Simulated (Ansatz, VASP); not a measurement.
One calculation of Au, two programs

```
CELL_PARAMETERS angstrom
-1.61280 1.61280 1.61280
1.61280 -1.61280 1.61280
1.61280 1.61280 -1.61280
ATOMIC_POSITIONS crystal
Au 0.00000 0.00000 0.00000
```

Alike in both runs: functional PBE; k mesh 18 × 18 × 18; occupations gaussian, width 0.1 eV; no spin polarisation.

Ansatz relaxed the structure, and its values are those at the end. VASP's run is a single point on that final structure, the one shown.

|  | VASP | Ansatz |
| --- | --- | --- |
| version | VASP 6.6.1 | Ansatz 0.2.0 |
| potentials or method | VASP PAW PBE potentials, release 64 (Au) | scalar-relativistic, plane waves, PAW |
| plane-wave cutoff (eV) | 520 | 420 |
| valence electrons in the cell | 11 | 19 |

Ansatz gave:

```
gap on the k mesh at the Fermi level (eV) : none
pressure (GPa)                            : 12.0
```

**Question.** What did VASP give for the same quantities?

**Answer.** gap on the k mesh at the Fermi level (eV): none; pressure (GPa): 11.6.

A gap of «none» marks a metal or a gap that the smearing closes. The two sets of potentials don't hold the same shells in valence.

Spin-orbit coupling is left out, which matters for the levels of Au.
